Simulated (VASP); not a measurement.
Wanted: the native input for a VASP 6.6.1 run.

```yaml
Task: single point
Functional: PBE
Potentials_or_basis: VASP PAW PBE potentials, release 64 (Fe, O)
Cutoff: 520 eV
k_mesh: 12 × 12 × 12
Occupations: fermi-dirac, width 0.05 eV
Spin: collinear spin, ferromagnetic start
Starting_moments: "[3.0, 0.0] μB"
Further_INCAR_settings: ALGO = Normal; EDIFF = 1e-07; NBANDS = 18
```

The structure of FeO lies in POSCAR:

```
FeO
1.0
   -1.6021034130      1.6021034130      2.0833922500
    1.6021034130     -1.6021034130      2.0833922500
    1.6021034130      1.6021034130     -2.0833922500
Fe O
1 1
Direct
    0.0000000000      0.0000000000      0.0000000000
    0.5000000000      0.5000000000      0.0000000000
```

The cell comes from a database or a generator and needn't be the stable form of this composition.

These files were run (other wordings do the same):

INCAR

```
  PREC = Accurate
  ENCUT = 520
  EDIFF = 1E-7
  ISMEAR = -1
  SIGMA = 0.05
  LREAL = F
  LASPH = T
  NELM = 120
  ALGO = Normal
  ISIF = 2
  LWAVE = F
  LCHARG = F
  ISPIN = 2
  MAGMOM = 3 0
  LORBIT = 11
  LMAXMIX = 4
  GGA = PE
  NBANDS = 18
```

KPOINTS

```
regular mesh
0
Gamma
  12 12 12
```

Potentials or basis: VASP PAW PBE potentials, release 64 (Fe, O).

Command:

```sh
$ cat potpaw_PBE.64/Fe/POTCAR potpaw_PBE.64/O/POTCAR > POTCAR
$ mpirun -np 1 vasp_std > vasp.out
```

It gave:

```
Pressure                                              : -8.7 GPa
Band gap on the k mesh                                : none (metal or under the smearing width)
Net moment                                            : 4.00 μB per cell
Site moments                                          : Fe +3.62; O +0.29 μB
Valence electrons inside the program's atomic spheres : Fe 6.66; O 4.97
```

Caveat: a cell with one magnetic atom can't hold antiferromagnetic order, which such compounds often take; semilocal functionals often make such compounds metallic where correlation or magnetic order opens a gap, which also shifts bond lengths.

Wall time 79 s on 1 thread of AMD EPYC 9R45 (Zen 5), with other jobs on the host, peak memory 0.19 GiB.
